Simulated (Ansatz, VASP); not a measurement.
**BN: VASP beside Ansatz**

```
CELL_PARAMETERS angstrom
2.54141 0.00000 0.00000
-1.27071 2.20093 0.00000
0.00000 0.00000 4.20428
ATOMIC_POSITIONS crystal
B 0.66667 0.33333 0.00017
B 0.33333 0.66667 0.50017
N 0.66667 0.33333 0.37483
N 0.33333 0.66667 0.87483
```

Measurements of this composition are mostly on another form, of space group No. 194.

Alike in both runs: functional PBE; dispersion D3(BJ); k mesh 8 × 8 × 6; occupations gaussian, width 0.05 eV; no spin polarisation.

Ansatz relaxed the structure, and its values are those at the end. VASP's run is a single point on that final structure, the one shown.

|  | VASP | Ansatz |
| --- | --- | --- |
| version | VASP 6.6.1 | Ansatz 0.2.0 |
| potentials or method | VASP PAW PBE potentials, release 64 (B, N) | scalar-relativistic, plane waves, PAW |
| plane-wave cutoff (eV) | 520 | 420 |
| valence electrons in the cell | 16 | 16 |

```tsv
	VASP	Ansatz	Ansatz less VASP
gap on the k mesh at the Fermi level (eV)	5.51	5.52	+0.017
least direct gap on the mesh (eV)	8.31	8.31	+0.006
pressure (GPa)	0.3	0.0	-0.29
rms of the force components (eV/Å)	0.009	0.008	-0.0013
```

The functional is the same, so the differences come from potentials, cutoffs and numerics.

A k mesh can miss the band edges.
